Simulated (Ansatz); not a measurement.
**PtSe2**

Method: PBE with spin–orbit coupling; two-component spinors; PAW, 420 eV, 8×8×4 k-mesh, Gaussian smearing of 0.05 eV; code Ansatz; PAW files: Ansatz's generated set soft_2.

```
Pt Se
1.0
     3.74924    0.00000    0.00000
    -1.87462    3.24693    0.00000
     0.00000    0.00000    6.52903
Pt Se
1 2
Cartesian
  0.0000 0.0000 0.0000
  0.0000 2.1646 1.3100
  1.8746 1.0823 5.2191
```

The chain of runs began from a cell as deposited in COD, expanded in volume. Of that entry: the entry's cell lengths or inner coordinates differ somewhat from later room-temperature determinations. The relaxation kept the space group but changed the cell's proportions, one axis by 18 % at equal volume, so the results may not describe the measured structure. The database's entry of this formula in the relaxed cell's space group, P-3m1, has axes of 3.728 × 3.728 × 5.031 Å and 20.18 Å³/atom (1965), the relaxed one 3.749 × 3.749 × 6.529 Å and 26.49.

The run above is the reference. The same cell was run again with other input settings; several of them aren't fit for production, so the rows show the settings' effect and aren't properties of the material.

```tsv
keys changed	outcome	ΔE (meV/atom)	P (GPa)	gap on the mesh (eV)	cell moment (μB)	largest force component (eV/Å)	SCF iterations	rough core-seconds	new warnings
none (reference)	converged	0.0	0.0	0.86	0.00 (no moment typed)	0.001	–	–	–
scf.occupations.width: 0.05 → 0.3; scf.initial_density.chi_scale: 0.1	converged	0.3	0.0	0.86	0.00 (no moment typed)	0.000	9	24	–
scf.mixing.preconditioner: "ldos"; hamiltonian.dispersion: "d4"	converged	–	-2.1	0.86	0.00 (no moment typed)	0.001	8	13	–
scf.eigensolver.kind: "davidson"; accuracy: "high"	converged	0.0	0.0	0.86	0.00 (no moment typed)	0.001	13	40	–
scf.initial_density.chi_scale: 0.3; scf.mixing.preconditioner: "resta"; scf.occupations.method: "gaussian" → "cold"	converged	0.0	0.0	0.86	0.00 (no moment typed)	0.001	10	16	–
```

These changes also left energy (to 0.1 meV/atom), pressure, gap, moment and forces as in the reference: basis.ecutrho_ratio: 4 → 9; scf.mixing.algorithm: "msr1"; scf.mixing.beta: 0.9 | basis.ecutrho_ratio: 4 → 8; scf.mixing.preconditioner: "local_kerker"; scf.occupations.width: 0.05 → 0.025 | crystal.symmetry: {"detect": false}; scf.occupations.method: "gaussian" → "fermi_dirac"; scf.occupations.width: 0.05 → 0.005.

ΔE is the energy with the smearing extrapolated to zero. It is left out where the change alters the Hamiltonian or the spin treatment. The varied runs start from atomic densities (corrected by the program's trained start where that serves), with the default search for lower states unless a row changes it.

What happens with these changes: hamiltonian.hubbard: {"sites": [{"species": "Pt", "l": "d", "u_eff": 3.0}], "double_counting": "fll"}; basis.ecutrho_ratio: 4 → 8; scf.convergence.dr2_threshold: 1e-06?

outcome converged, P (GPa) 0.1, gap on the mesh (eV) 0.80, cell moment (μB) 0.00 (no moment typed), largest force component (eV/Å) 0.039, SCF iterations 8, rough core-seconds 30, new warnings force scf threshold loose; stress scf threshold loose.

The pair part of a dispersion correction pulls inward (a three-body part mostly pushes out), and in metals and ionic crystals with large ions it often overbinds.

1 further run (cut off, refused for memory, with changed atoms or starts, or in doubt) is left out.

Of the reference: Kohn–Sham gaps of semilocal functionals lie under measured ones, often by a third or more. The structure is built of weakly bound layers, and this functional has no dispersion term, so their spacing and all that hangs on it (volume, the soft elastic constants, low modes, dielectric constants) are poorly given.
